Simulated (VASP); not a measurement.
A run of VASP 6.6.1:

File INCAR:

```
  ALGO = Normal
  EDIFF = 1E-6
  ENCUT = 550
  GGA = PE
  ISIF = 2
  ISMEAR = 0
  LASPH = T
  LCHARG = T
  LELF = T
  LREAL = F
  LVHAR = T
  LWAVE = F
  NBANDS = 50
  NELM = 100
  PREC = Accurate
  SIGMA = 0.05
```

File KPOINTS:

```
k-points
0
Gamma
  6 6 6
```

File POSCAR:

```
SiRu
1.0
    4.7085953800      0.0000000000      0.0000000000
    0.0000000000      4.7085953800      0.0000000000
    0.0000000000      0.0000000000      4.7085953800
Ru Si
4 4
Cartesian
    0.6093181865      0.6093181865      0.6093181865
    1.7449795035      4.0992771935      2.9636158765
    2.9636158765      1.7449795035      4.0992771935
    4.0992771935      2.9636158765      1.7449795035
    3.9438146299      3.9438146299      3.9438146299
    3.1190784401      0.7647807501      1.5895169399
    1.5895169399      3.1190784401      0.7647807501
    0.7647807501      1.5895169399      3.1190784401
```

Potentials or basis: VASP PAW PBE potentials, release 64 (Ru_sv_GW, Si_GW).

Command:

```console
$ cat potpaw_PBE.64/Ru_sv_GW/POTCAR potpaw_PBE.64/Si_GW/POTCAR > POTCAR
$ mpirun -np 1 vasp_std > vasp.out
```

Hardware: 1 thread of Intel(R) Xeon(R) 6975P-C (Granite Rapids), with other jobs on the host.

Task: How long does it take, and how much memory?

Result: Run time: 95 s on 1 thread of Intel(R) Xeon(R) 6975P-C (Granite Rapids), with other jobs on the host, peak memory 0.28 GiB. Counts: scf iterations 13, k points 24.
